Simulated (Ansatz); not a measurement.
**Notes on SnS₂**

```xyz
3
Lattice="3.6531 0.0000 0.0000 -1.8265 3.1636 0.0000 0.0000 0.0000 5.8907" Properties=species:S:1:pos:R:3 pbc="T T T"
Sn    0.0000    0.0000    0.0000
S     0.0000    2.1091    1.4727
S     1.8265    1.0545    4.4180
```

Method: PBE, spin-orbit coupling; PAW, plane waves to 420 eV, 8×8×5 Γ-centred mesh, gaussian occupations (width 0.033 eV) (Ansatz 0.2.0), atoms fixed.

The state carries no moments; the state need not be the lowest.

Q: What is the character of the valence top and the conduction bottom?

A: Within 0.7 eV of the edges, the states project mainly on S p (96 %) below the gap and on S p (55 %) and Sn s (35 %) above it.

Q: Metal or insulator? Give the gap.

A: The gap is 1.40 eV, indirect (the least direct gap found is 1.90 eV). A semilocal functional usually gives too small a gap.

Q: What does the stress say?

A: The pressure is 3.2 GPa (compression positive), so with the atoms held at these fractions the cell would first expand.

Q: Where is the largest force?

A: The largest is on S2 (and as large on other atoms): 0.13 eV/Å, components (0.00, 0.00, 0.13). It makes 125° with the line to a nearest neighbour, Sn1 at 2.57 Å.

Origin: a database entry at a rescaled volume.
